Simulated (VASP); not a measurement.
# C (Fd-3m) in VASP: a series of runs

The runs below take C through G0W0 quasiparticle levels, with PBE.

Program: VASP 6.6.1. These are calculated values, not measurements. Logs are shortened: lines on timing, memory, paths and dates and some standing lists are left out, and cuts for length are marked.

## Step 1: The crystal as given

The structure is cubic, space group Fd-3m (No. 227). Conventional cell: a = 3.567 Å, b = 3.567 Å, c = 3.567 Å, α = 90.00°, β = 90.00°, γ = 90.00°. C (site symmetry -43m) has 4 C at 1.54 Å as nearest neighbours.

This isn't the form of C at room conditions, which is graphite.

## Step 2: G0W0 quasiparticle levels, PBE

File POSCAR:

```
C
1.0
    0.0000000000      1.7833700000      1.7833700000
    1.7833700000      0.0000000000      1.7833700000
    1.7833700000      1.7833700000      0.0000000000
C
2
Direct
    0.7500000000      0.7500000000      0.7500000000
    0.5000000000      0.5000000000      0.5000000000
```

File INCAR.step1:

```
PREC = Accurate
ENCUT = 450
EDIFF = 1E-8
ISMEAR = 0
SIGMA = 0.01
LREAL = F
LASPH = T
NELM = 100
ALGO = Normal
LWAVE = T
LCHARG = F
GGA = PE
```

File INCAR.step2:

```
PREC = Accurate
ENCUT = 450
EDIFF = 1E-8
ISMEAR = 0
SIGMA = 0.01
LREAL = F
LASPH = T
NELM = 1
ALGO = Exact
LWAVE = T
LCHARG = F
GGA = PE
NBANDS = 17
LOPTICS = T
ISTART = 1
```

File INCAR.step3:

```
PREC = Accurate
ENCUT = 450
EDIFF = 1E-8
ISMEAR = 0
SIGMA = 0.01
LREAL = F
LASPH = T
ALGO = EVGW0
LWAVE = F
LCHARG = F
GGA = PE
NELMGW = 1
NBANDS = 17
ENCUTGW = 260
NOMEGA = 48
PRECFOCK = Fast
ISTART = 1
NBANDSGW = 12
```

File KPOINTS:

```
Automatic mesh
0
Gamma
  3 3 3
```

Potentials or basis: VASP PAW PBE potentials, release 64 (C_GW).

The run is started by

```bash
$ cat potpaw_PBE.64/C_GW/POTCAR > POTCAR
$ cp INCAR.step1 INCAR
$ mpirun -np 1 vasp_std > vasp.out
$ cp INCAR.step2 INCAR
$ mpirun -np 1 vasp_std > vasp.out
$ cp INCAR.step3 INCAR
$ mpirun -np 1 vasp_std > vasp.out
```

OUTCAR:

```text
PREC = Accurate
   ENCUT = 450
   EDIFF = 1E-8
   ISMEAR = 0
   LREAL = F
   LASPH = T
   GGA = PE
   NELMGW = 1
   ENCUTGW = 260
   PRECFOCK = Fast
   ISTART = 1

 Found      4 irreducible k-points:

 Following reciprocal coordinates:
            Coordinates               Weight
  0.000000  0.000000  0.000000      1.000000
  0.333333  0.000000  0.000000      8.000000
  0.333333  0.333333  0.000000      6.000000
 -0.333333  0.333333  0.000000     12.000000
   k-points           NKPTS =      4   k-points in BZ     NKDIM =     27   number of bands    NBANDS=     17
   number of dos      NEDOS =    301   number of ions     NIONS =      2
   total plane-waves  NPLWV =   5832
   dimension x,y,z NGX =    18 NGY =   18 NGZ =   18
   dimension x,y,z NGXF=    36 NGYF=   36 NGZF=   36
   ions per type =               2
   NGX,Y,Z   is equivalent  to a cutoff of  11.86, 11.86, 11.86 a.u.
   NGXF,Y,Z  is equivalent  to a cutoff of  23.73, 23.73, 23.73 a.u.
 SYSTEM =  unknown system
   PREC   = accura    normal or accurate (medium, high low for compatibility)
   ISTART =      1    job   : 0-new  1-cont  2-samecut
   ICHARG =      0    charge: 1-file 2-atom 10-const
   ISPIN  =      1    spin polarized calculation?
   LNONCOLLINEAR =      F non collinear calculations
   LSORBIT =      F    spin-orbit coupling
   LASPH  =      T    aspherical Exc in radial PAW
   ENCUT  =  450.0 eV  33.07 Ry    5.75 a.u.   4.36  4.36  4.36*2*pi/ulx,y,z
   NELM   =     60;   NELMIN=  2; NELMDL=  0     # of ELM steps
   EDIFF  = 0.1E-07   stopping-criterion for ELM
   LREAL  =      F    real-space projection
   EDIFFG = 0.1E-06   stopping-criterion for IOM
   NSW    =      0    number of steps for IOM
   IBRION =     -1    ionic relax: 0-MD 1-quasi-New 2-CG
   NFREE  =      0    steps in history (QN), initial steepest desc. (CG)
   ISIF   =      0    stress and relaxation
   ISYM   =      3    0-nonsym 1-usesym 2-fastsym
   POTIM  = 0.5000    time-step for ionic-motion
   TEBEG  =    0.0;   TEEND  =   0.0 temperature during run
   PSTRESS=    0.0 pullay stress
   NELECT =       8.0000    total number of electrons
   NUPDOWN=      -1.0000    fix difference up-down
   EMIN   =  10.00;   EMAX   =-10.00  energy-range for DOS
   EFERMI =   0.00;   METHOD = LEGACY
   ISMEAR =     0;   SIGMA  =   0.01  broadening in eV -4-tet -1-fermi 0-gaus
   EFERMI_NEDOS =   21; number of points for ismear=-14 and -15
   IALGO  =     38    algorithm
   IMIX   =      4    mixing-type and parameters
     AMIX     =   0.40;   BMIX     =  1.00
     AMIX_MAG =   1.60;   BMIX_MAG =  1.00
  volume/ion in A,a.u.               =       5.67        38.28
  Fermi-wavevector in a.u.,A,eV,Ry     =   1.457203  2.753714 28.891161  2.123440
  Thomas-Fermi vector in A             =   2.574032
   LORBIT       =      0    0 simple, 1 ext, 2 COOP (PROOUT), +10 PAW based schemes
   GGA     = PE    functional components
   LHFCALC =     T    Hartree Fock is set to
   PRECFOCK=fast      Normal, Fast or Accurate (Low or Medium for compatibility)
   ENCUT4O =  -1.0   cutoff for four orbital integrals eV
   NKREDX  =     1    reduce k-point grid by
   NKREDY  =     1    reduce k-point grid by
   NKREDZ  =     1    reduce k-point grid by
   AEXX    =    1.0000 exact exchange contribution
   HFSCREEN=    0.0000 screening length (either q_TF or 0.3 A-1)
   HFSCREENC=   0.0000 screening length for correlation (either q_TF or 0.3 A-1)
   ENCUTFOCK=  -1.0 apply spherical cutoff to Coloumb kernel
   IVDW    =     0    specifies the selected vdW correction
   LEPSILON=     F    determine dielectric tensor
   LRPA    =     F    only Hartree local field effects (RPA)
   LRPAFORCE           =     F    calculate RPA forces
   ENCUTGW             = 260.0    cutoff for response function in eV
   ENCUTGWSOFT         = 208.0    soft cutoff for Coulomb kernel in GW response function in eV
   ENCUTLF             =  -1.0    cutoff for local field effects
   NELMGW              =     1    number of iterations in solving QP/BSE equation
   NELMHF              =     1    number of iterations in the inner HF iteration
   NKREDLFX            =     1    NKREDLFY  =   1   NKREDLFZ  =   1
 non-spin polarized calculation
 Gauss-broadening in eV      SIGMA  =   0.01
  energy-cutoff  :      450.00
  volume of cell :       11.34
 maximum number of plane-waves:       259
 NGX is ok and might be reduce to    18
  NGX = 10; NGY = 10; NGZ = 10
   NGX =  9   NGY =  9   NGZ =  9
 maximum number of plane-waves:       113

 QP shifts <psi_nk| G(iteration)W_0 |psi_nk>: iteration 1
 for sc-GW calculations column KS-energies equals QP-energies in previous step
 and V_xc(KS)=  KS-energies - (<T + V_ion + V_H > + <T+V_H+V_ion>^1  + <V_x>^1)

 k-point   1 :       0.0000    0.0000    0.0000
  band No.  KS-energies  QP-energies   sigma(KS)   V_xc(KS)     V^pw_x(r,r')   Z            occupation Imag(sigma)

      1     -11.6473     -12.9196     -16.4588     -14.7556     -25.3472       0.7470       2.0000       1.5778
      2       9.8679       9.8737     -16.8100     -16.8171     -19.9899       0.8179       2.0000       0.1165
      3       9.8679       9.8737     -16.8100     -16.8171     -19.9899       0.8179       2.0000       0.1165
      4       9.8679       9.8737     -16.8100     -16.8171     -19.9899       0.8179       2.0000       0.1165
      5      15.4341      17.2004     -13.3358     -15.5106      -8.7983       0.8122       0.0000      -0.1258
      6      15.4341      17.2004     -13.3358     -15.5106      -8.7983       0.8122       0.0000      -0.1258
      7      15.4341      17.2004     -13.3358     -15.5106      -8.7983       0.8122       0.0000      -0.1258
      8      23.1878      24.8026     -14.2744     -16.3713      -7.5094       0.7701       0.0000      -0.3433
      9      29.1228      29.9816     -10.7188     -11.7768      -4.2105       0.8117       0.0000      -0.4527
     10      36.3294      38.3895     -11.3854     -13.8641      -5.7988       0.8311       0.0000      -0.5739
     11      36.3294      38.3895     -11.3854     -13.8641      -5.7988       0.8311       0.0000      -0.5739
     12      37.3230      38.6158      -9.8492     -11.4342      -3.1747       0.8156       0.0000      -1.0167

 k-point   2 :       0.3333    0.0000    0.0000
  band No.  KS-energies  QP-energies   sigma(KS)   V_xc(KS)     V^pw_x(r,r')   Z            occupation Imag(sigma)

      1      -8.6289      -9.7823     -16.5317     -15.0095     -24.6269       0.7577       2.0000       1.1685
      2       0.4696      -0.2281     -16.2420     -15.3535     -21.4005       0.7853       2.0000       0.2899
      3       7.5428       7.3891     -16.6398     -16.4522     -20.2433       0.8187       2.0000       0.1350
      4       7.5428       7.3891     -16.6398     -16.4522     -20.2433       0.8187       2.0000       0.1350
      5      18.1214      19.9891     -13.1466     -15.4507      -8.1198       0.8106       0.0000      -0.1571
      6      18.1214      19.9891     -13.1466     -15.4507      -8.1198       0.8106       0.0000      -0.1571
      7      18.4168      19.9225     -13.7694     -15.6419      -8.5146       0.8041       0.0000      -0.1716
      8      25.1074      26.9012     -12.6767     -14.9668      -5.9266       0.7833       0.0000      -0.3887
      9      30.7909      32.1025     -11.2982     -12.9350      -4.4913       0.8013       0.0000      -0.5692
     10      33.0309      34.7680     -10.9724     -13.0677      -5.0454       0.8290       0.0000      -0.5727
     11      33.0309      34.7680     -10.9724     -13.0677      -5.0454       0.8290       0.0000      -0.5727
     12      35.1274      36.7117     -11.2951     -13.3115      -3.9894       0.7857       0.0000      -0.8261

 k-point   3 :       0.3333    0.3333    0.0000
  band No.  KS-energies  QP-energies   sigma(KS)   V_xc(KS)     V^pw_x(r,r')   Z            occupation Imag(sigma)

      1      -7.6236      -8.7589     -16.5355     -15.0716     -24.3425       0.7756       2.0000       1.0712
      2       2.6743       2.0607     -16.9839     -16.2088     -21.8302       0.7917       2.0000       0.2296
      3       4.5424       4.1626     -16.3367     -15.8618     -20.5574       0.7998       2.0000       0.1740
      4       4.5424       4.1626     -16.3367     -15.8618     -20.5574       0.7998       2.0000       0.1740
      5      13.9803      15.2116     -12.6839     -14.1743      -8.1934       0.8262       0.0000      -0.1218
      6      17.5557      18.7196     -11.7098     -13.1240      -6.5909       0.8230       0.0000      -0.1522
      7      23.9194      26.1728     -13.7459     -16.6162      -7.4123       0.7851       0.0000      -0.3239
      8      23.9194      26.1728     -13.7459     -16.6162      -7.4123       0.7851       0.0000      -0.3239
      9      31.1641      33.0255     -13.1642     -15.5517      -5.9042       0.7796       0.0000      -0.6993
     10      33.0659      34.8357     -11.7603     -14.0015      -4.4506       0.7897       0.0000      -0.7047
     11      41.5289      43.9734     -10.9926     -13.8928      -5.1706       0.8428       0.0000      -1.0199
     12      44.4728      46.3705     -10.1616     -12.5072      -3.1983       0.8091       0.0000      -1.3100

 k-point   4 :      -0.3333    0.3333    0.0000
  band No.  KS-energies  QP-energies   sigma(KS)   V_xc(KS)     V^pw_x(r,r')   Z            occupation Imag(sigma)

      1      -4.2127      -5.2276     -16.9584     -15.6623     -23.8906       0.7830       2.0000       0.7107
      2      -1.0910      -1.9174     -16.7284     -15.6693     -22.6185       0.7802       2.0000       0.4163
      3       0.4601      -0.2038     -15.5665     -14.7311     -20.4133       0.7947       2.0000       0.2672
      4       5.1713       4.8278     -16.4441     -16.0176     -20.5476       0.8057       2.0000       0.1656
      5      16.1747      17.4449     -12.2902     -13.8331      -7.4417       0.8232       0.0000      -0.1374
      6      22.7827      25.0028     -13.4507     -16.2645      -7.3004       0.7890       0.0000      -0.2913
      7      23.3949      25.3800     -13.2795     -15.8044      -6.9698       0.7862       0.0000      -0.3087
      8      24.8609      26.8919     -13.6548     -16.2715      -6.8366       0.7762       0.0000      -0.3908
      9      26.7823      28.2805     -11.9374     -13.7675      -6.2290       0.8186       0.0000      -0.3054
     10      33.5173      35.2505     -10.8511     -12.9221      -5.2095       0.8369       0.0000      -0.5369
     11      34.6985      36.7956     -12.4766     -15.1757      -4.6899       0.7769       0.0000      -0.8722
     12      43.6201      45.3018      -9.9896     -12.0205      -3.2034       0.8280       0.0000      -1.2571
```

Wall time 4 s (1 thread of AMD EPYC 9R45 (Zen 5), shared host); peak memory 0.1 GiB.

These settings aren't checked as converged: the numbers below hold their error.

What came out:

```
Band gap on the k mesh, mean-field level : 4.11 eV, indirect (least direct gap 5.57 eV)
Quasiparticle gap                        : 5.34 eV
Least direct quasiparticle gap           : 7.33 eV
```

Caveat: the k mesh is coarse (spacing up to 1.02 Å⁻¹), so the values aren't converged; bands, screening cutoff and mesh are small and nothing is extrapolated, so the quasiparticle values aren't converged; an odd mesh through Γ misses points on the zone boundary, where band edges often lie.

[end of part 1 of 2]
